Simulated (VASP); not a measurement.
# InSb3 (Pm-3m) in VASP: notebook

One crystal, InSb3, is run at these levels: PBE; tasks: single point.

Program: VASP 6.6.1. These are calculated values, not measurements. Logs are shortened: lines on timing, memory, paths and dates and some standing lists are left out, and cuts for length are marked.

### Step 1. The structure

Symmetry: Pm-3m, No. 221, cubic system. Conventional cell: a = 4.806 Å, b = 4.806 Å, c = 4.806 Å, α = 90.00°, β = 90.00°, γ = 90.00°. In (site symmetry m-3m) is surrounded by 12 Sb at 3.40 Å. Sb (site symmetry 4/mmm) is surrounded by 4 In at 3.40 Å and 8 Sb at 3.40 Å.

The cell comes from a database or a generator and needn't be the stable form of this composition.

### Step 2. Single point, PBE

Input file INCAR:

```
SYSTEM = InSb3
ALGO     = Normal         ! electronic algorithm
EDIFF    = 1E-6           ! SCF threshold, eV
ENCUT    = 520            ! plane-wave cutoff, eV
GGA      = PE             ! functional
ISIF     = 2              ! what is computed and relaxed
ISMEAR   = 0              ! smearing method
LASPH    = .True.         ! aspherical terms in the spheres
LCHARG   = .True.         ! write CHGCAR
LELF     = .True.         ! ELF
LREAL    = .False.        ! projectors in reciprocal space
LVHAR    = .True.       
LWAVE    = .False.        ! write WAVECAR
NBANDS   = 22             ! bands
NELM     = 60             ! most SCF steps
PREC     = Accurate       ! precision mode
SIGMA    = 0.1            ! smearing width, eV
```

Input file KPOINTS:

```
k-points
0
Gamma
  4 4 4
  0 0 0
```

Input file POSCAR:

```
InSb3
1.0
    4.8063670000      0.0000000000      0.0000000000
    0.0000000000      4.8063670000      0.0000000000
    0.0000000000      0.0000000000      4.8063670000
In Sb
1 3
Direct
    0.0000000000      0.0000000000      0.0000000000
    0.5000000000      0.0000000000      0.5000000000
    0.0000000000      0.5000000000      0.5000000000
    0.5000000000      0.5000000000      0.0000000000
```

Potentials or basis: VASP PAW PBE potentials, release 64 (In_d, Sb).

Command:

```
> cat potpaw_PBE.64/In_d/POTCAR potpaw_PBE.64/Sb/POTCAR > POTCAR
> mpirun -np 1 vasp_std > vasp.out
```

OUTCAR:

```text
SYSTEM = InSb3
   EDIFF = 1E-6
   ENCUT = 520
   GGA = PE
   ISIF = 2
   ISMEAR = 0
   LASPH = .True.
   LREAL = .False.
   NELM = 60
   PREC = Accurate

 ion  position               nearest neighbor table
   1  0.000  0.000  0.000-   2 3.40   3 3.40   4 3.40   2 3.40   3 3.40   3 3.40   4 3.40   3 3.40
                             2 3.40   4 3.40   2 3.40   4 3.40
   2  0.500  0.000  0.500-   1 3.40   3 3.40   4 3.40   1 3.40   4 3.40   3 3.40   4 3.40   4 3.40
                             1 3.40   3 3.40   1 3.40   3 3.40
   3  0.000  0.500  0.500-   1 3.40   2 3.40   4 3.40   1 3.40   4 3.40   1 3.40   2 3.40   1 3.40
                             2 3.40   4 3.40   4 3.40   2 3.40
   4  0.500  0.500  0.000-   1 3.40   2 3.40   3 3.40   2 3.40   3 3.40   1 3.40   2 3.40   2 3.40
                             1 3.40   3 3.40   3 3.40   1 3.40

  LATTYP: Found a simple cubic cell.
 ALAT       =     4.8063670000

  Lattice vectors:

 A1 = (   4.8063670000,   0.0000000000,   0.0000000000)
 A2 = (   0.0000000000,   4.8063670000,   0.0000000000)
 A3 = (   0.0000000000,   0.0000000000,   4.8063670000)

Analysis of symmetry for initial positions (statically):
=====================================================================
 Subroutine PRICEL returns:
 Original cell was already a primitive cell.

 Routine SETGRP: Setting up the symmetry group for a
 simple cubic supercell.

 Subroutine GETGRP returns: Found 48 space group operations
 (whereof 48 operations were pure point group operations)
 out of a pool of 48 trial point group operations.

The static configuration has the point symmetry O_h .

Analysis of symmetry for dynamics (positions and initial velocities):
=====================================================================
 Subroutine PRICEL returns:
 Original cell was already a primitive cell.

 Routine SETGRP: Setting up the symmetry group for a
 simple cubic supercell.

 Subroutine GETGRP returns: Found 48 space group operations
 (whereof 48 operations were pure point group operations)
 out of a pool of 48 trial point group operations.

The dynamic configuration has the point symmetry O_h .

 Subroutine INISYM returns: Found 48 space group operations
 (whereof 48 operations are pure point group operations),
 and found     1 'primitive' translations

----------------------------------------------------------------------------------------
[... 81 lines left out ...]
   NELM   =     60;   NELMIN=  2; NELMDL= -5     # of ELM steps
   EDIFF  = 0.1E-05   stopping-criterion for ELM
   LREAL  =      F    real-space projection
   EDIFFG = 0.1E-04   stopping-criterion for IOM
   NSW    =      0    number of steps for IOM
   IBRION =     -1    ionic relax: 0-MD 1-quasi-New 2-CG
   NFREE  =      0    steps in history (QN), initial steepest desc. (CG)
   ISIF   =      2    stress and relaxation
   ISYM   =      2    0-nonsym 1-usesym 2-fastsym
   POTIM  = 0.5000    time-step for ionic-motion
   TEBEG  =    0.0;   TEEND  =   0.0 temperature during run
   PSTRESS=    0.0 pullay stress
   NELECT =      28.0000    total number of electrons
   NUPDOWN=      -1.0000    fix difference up-down
   EMIN   =  10.00;   EMAX   =-10.00  energy-range for DOS
   EFERMI =   0.00;   METHOD = LEGACY
   ISMEAR =     0;   SIGMA  =   0.10  broadening in eV -4-tet -1-fermi 0-gaus
   EFERMI_NEDOS =   21; number of points for ismear=-14 and -15
   IALGO  =     38    algorithm
   IMIX   =      4    mixing-type and parameters
     AMIX     =   0.40;   BMIX     =  1.00
     AMIX_MAG =   1.60;   BMIX_MAG =  1.00
  volume/ion in A,a.u.               =      27.76       187.32
  Fermi-wavevector in a.u.,A,eV,Ry     =   1.034294  1.954532 14.555018  1.069764
  Thomas-Fermi vector in A             =   2.168582
   LORBIT       =      0    0 simple, 1 ext, 2 COOP (PROOUT), +10 PAW based schemes
   GGA     = PE    functional components
   LHFCALC =     F    Hartree Fock is set to
   AEXX    =    0.0000 exact exchange contribution
   IVDW    =     0    specifies the selected vdW correction
   LEPSILON=     F    determine dielectric tensor
   LRPA    =     F    only Hartree local field effects (RPA)
 non-spin polarized calculation
 Gauss-broadening in eV      SIGMA  =   0.10
  energy-cutoff  :      520.00
  volume of cell :      111.03
 maximum number of plane-waves:      3016
 NGX is ok and might be reduce to    36
   NGX = 17   NGY = 17   NGZ = 17

 number of electron      28.0000010 magnetization

 Free energy of the ion-electron system (eV)
  ---------------------------------------------------
  ext. energy  EPLUGINS =         0.00000000
  ---------------------------------------------------
  free energy    TOTEN  =       -14.24949879 eV

  energy without entropy =      -14.23572028  energy(sigma->0) =      -14.24260954

 E-fermi :   7.6317     XC(G=0): -10.0598

 val. band max:        7.6203650497   @ k =   0.5000   0.2500   0.2500
 cond. band min:       7.9660388525   @ k =   0.2500   0.2500   0.2500
 fundamental gap:      0.3456738028
 Fermi energy:         7.6317365709

 k-point     1 :       0.0000    0.0000    0.0000
  band No.  band energies     occupation
      1      -6.7737      2.00000
      2      -6.7737      2.00000
      3      -6.7586      2.00000
      4      -6.7586      2.00000
      5      -6.7586      2.00000
      6      -4.3220      2.00000
[... 239 lines left out ...]
     21      14.2049      0.00000
     22      16.1622      0.00000

------------------------ aborting loop because EDIFF is reached ----------------------------------------

  FORCE on cell =-STRESS in cart. coord.  units (eV):
  Direction    XX          YY          ZZ          XY          YZ          ZX
  --------------------------------------------------------------------------------------
  -------------------------------------------------------------------------------------
  Total        0.2672100      0.2672100      0.2672100     -0.0000000     -0.0000000      0.0000000
  in kB        3.8557819      3.8557819      3.8557819     -0.0000000     -0.0000000      0.0000000
  external PRESSURE =       3.8557819 kB  Pullay stress =       0.0000000 kB

 VOLUME and BASIS-vectors are now :
 -----------------------------------------------------------------------------
  energy-cutoff  :      520.00
  volume of cell :      111.03
      direct lattice vectors                 reciprocal lattice vectors
     4.806367000  0.000000000  0.000000000     0.208057354  0.000000000  0.000000000
     0.000000000  4.806367000  0.000000000     0.000000000  0.208057354  0.000000000
     0.000000000  0.000000000  4.806367000     0.000000000  0.000000000  0.208057354

 POSITION                                       TOTAL-FORCE (eV/Angst)
 -----------------------------------------------------------------------------------
      0.00000      0.00000      0.00000         0.000000      0.000000      0.000000
      2.40318      0.00000      2.40318         0.000000      0.000000      0.000000
      0.00000      2.40318      2.40318         0.000000      0.000000      0.000000
      2.40318      2.40318      0.00000         0.000000      0.000000      0.000000
 -----------------------------------------------------------------------------------
    total drift:                                0.000000     -0.000000     -0.000000

  FREE ENERGIE OF THE ION-ELECTRON SYSTEM (eV)
  ---------------------------------------------------
  free  energy   TOTEN  =       -14.2494987883 eV

  energy  without entropy=      -14.2357202821  energy(sigma->0) =      -14.24260954
```

Run time: 20 s. Hardware: 1 thread of Intel Xeon Platinum 8488C (Sapphire Rapids), shared host; peak memory 0.2 GiB.

Results:

- Free energy: -14.2495 eV
- Pressure: 0.4 GPa
- Band gap on the k mesh: none (metal or under the smearing width)

Levels at points of the mesh, in eV from the Fermi level:
| k point | band 10 | band 11 | band 12 | band 13 | band 14 | band 15 | band 16 | band 17 | band 18 | band 19 |
| --- | --- | --- | --- | --- | --- | --- | --- | --- | --- | --- |
| (0.00, 0.00, 0.00) | -4.07 | -4.07 | -3.40 | 0.67 | 0.67 | 0.67 | 1.93 | 1.93 | 1.93 | 4.94 |
| (0.50, 0.00, 0.00) | -2.69 | -2.69 | -1.88 | -1.88 | -0.88 | -0.65 | 2.20 | 2.38 | 2.38 | 2.63 |
| (0.50, 0.50, 0.00) | -2.27 | -1.41 | -1.41 | -1.15 | -0.89 | -0.89 | -0.26 | 1.25 | 3.47 | 3.69 |
| (0.50, 0.50, 0.50) | -4.75 | -4.75 | -4.75 | -4.61 | 3.70 | 3.70 | 3.80 | 3.80 | 3.80 | 6.57 |

### Step 3. Single point, PBE

Input file INCAR:

```
SYSTEM = InSb3
PREC = Accurate ; ENCUT = 520
EDIFF = 1E-6 ; ISMEAR = 0
SIGMA = 0.1 ; LREAL = .False.
LASPH = .True. ; NELM = 60
ALGO = Normal ; ISIF = 2
LWAVE = .False. ; LCHARG = .True.
GGA = PE ; LELF = .True.
LVHAR = .True. ; NBANDS = 22
```

Input file KPOINTS:

```
regular mesh
0
Gamma
  6 6 6
  0 0 0
```

POSCAR is that of step 2.

Potentials or basis: VASP PAW PBE potentials, release 64 (In_d, Sb).

Command:

```
> cat potpaw_PBE.64/In_d/POTCAR potpaw_PBE.64/Sb/POTCAR > POTCAR
> mpirun -np 1 vasp_std > vasp.out
```

It took 33 s on 1 thread of Intel Xeon Platinum 8488C (Sapphire Rapids), shared host; peak memory 0.22 GiB.

The run converged. Its results:

| Item | Value |
| --- | --- |
| Free energy | -14.2491 eV |
| Pressure | 0.1 GPa |
| Band gap on the k mesh | none (metal or under the smearing width) |

Levels at points of the mesh, in eV from the Fermi level:
```csv
k point,band 10,band 11,band 12,band 13,band 14,band 15,band 16,band 17,band 18,band 19
"(0.00, 0.00, 0.00)",-4.29,-4.29,-3.59,0.42,0.42,0.42,1.73,1.73,1.73,4.70
"(0.50, 0.00, 0.00)",-2.90,-2.90,-2.11,-2.11,-1.13,-0.84,1.98,2.16,2.16,2.42
"(0.50, 0.50, 0.00)",-2.47,-1.65,-1.65,-1.35,-1.12,-1.12,-0.47,1.03,3.26,3.45
"(0.50, 0.50, 0.50)",-4.99,-4.99,-4.99,-4.80,3.50,3.50,3.55,3.55,3.55,6.37
```

Spin-orbit coupling is left out, which matters for the levels of Sb.

### Step 4. Single point, PBE

Input file INCAR:

```
SYSTEM = InSb3
PREC = Accurate
ENCUT = 520
EDIFF = 1E-6
ISMEAR = 0
SIGMA = 0.1
LREAL = .False.
LASPH = .True.
NELM = 60
ALGO = Fast
ISIF = 2
LWAVE = .False.
LCHARG = .False.
GGA = PE
NELECT = 29.0
NBANDS = 22
```

Input file KPOINTS:

```
Automatic mesh
0
Gamma
  6 6 6
  0 0 0
```

POSCAR is that of step 3.

Command:

```
> cat potpaw_PBE.64/In_d/POTCAR potpaw_PBE.64/Sb/POTCAR > POTCAR
> mpirun -np 1 vasp_std > vasp.out
```

Wall time 38 s (1 thread of Intel Xeon Platinum 8488C (Sapphire Rapids), shared host); peak memory 0.22 GiB.

The run converged. Its results:

```
Free energy            : -6.2690 eV
Band gap on the k mesh : none (metal or under the smearing width)
```

Levels at points of the mesh, in eV from the Fermi level:
| k point | band 13 | band 14 | band 15 | band 16 | band 17 | band 18 |
| --- | --- | --- | --- | --- | --- | --- |
| (0.00, 0.00, 0.00) | 0.10 | 0.10 | 0.10 | 1.36 | 1.36 | 1.36 |
| (0.50, 0.00, 0.00) | -2.47 | -1.48 | -1.24 | 1.67 | 1.83 | 1.83 |
| (0.50, 0.50, 0.00) | -1.71 | -1.46 | -1.46 | -0.82 | 0.63 | 2.94 |
| (0.50, 0.50, 0.50) | -5.19 | 3.18 | 3.18 | 3.26 | 3.26 | 3.26 |

Caveat: the cell carries a net charge on a neutralising background, which shifts energy and pressure; the cell is charged against a uniform background, so pressure and absolute levels hang on convention.
